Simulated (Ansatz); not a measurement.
**ZrH3 in Ansatz: convergence with scf exx energy threshold**

Input of the first run (scf exx energy threshold 0.01); the others differ in this setting and in those tied to it:

The input input.yaml:

```yaml
crystal:
  lattice:
    - [3.126038, 0.0, 0.0]
    - [0.0, 3.126038, 0.0]
    - [0.0, 0.0, 3.126038]
  atoms:
    - { symbol: Zr, position: [0.0, 0.0, 0.0] }
    - { symbol: H, position: [0.5, 0.5, 0.0] }
    - { symbol: H, position: [0.5, 0.0, 0.5] }
    - { symbol: H, position: [0.0, 0.5, 0.5] }
hamiltonian:
  xc: pbe0
  pseudopotentials: { kind: paw }
kpoints:
  mp_grid: { grid: [5, 5, 5] }
scf:
  occupations: { method: cold, width: 0.1 }
  exx: { energy_threshold: 0.01 }
output:
  forces: true
  stress: true
  eigenvalues: true
```

Potentials or basis: Ansatz PAW.

The run is started by

```sh
$ ansatz run input.yaml --threads 2 --pin off --max-ram 5632MiB --backend cpu --events-out ev --progress --plain --runs-dir out
```

The cell comes from a database or a generator and needn't be the stable form of this composition.

Hardware: 2 threads of Intel(R) Xeon(R) Platinum 8259CL CPU @ 2.50GHz (Skylake/Cascade Lake), on a shared host.

| scf exx energy threshold | energy less the tightest run, at zero smearing (meV/atom) | SCF cycles | CPU time (s) | peak memory (GiB) |
| --- | --- | --- | --- | --- |
| 0.01 | 0.00 | 20 | 20 | 0.74 |
| 0.001 | 0.00 | 20 | 21 | 0.74 |
| 0.0001 | 0.00 | 20 | 20 | 0.73 |
| 1e-05 | 0.00 | 20 | 20 | 0.74 |
| 1e-06 | 0.00 | 19 | 20 | 0.74 |
| 1e-07 | 0.00 | 20 | 21 | 0.75 |

Against the tightest run, the energy stays within 1 meV/atom from 0.01 on. The tightest run that finished is the yardstick and may itself not be fully converged.

Caveat, for the tightest run too: the k mesh is coarse (spacing up to 0.40 Å⁻¹), so the values aren't converged, least of all with exact exchange.
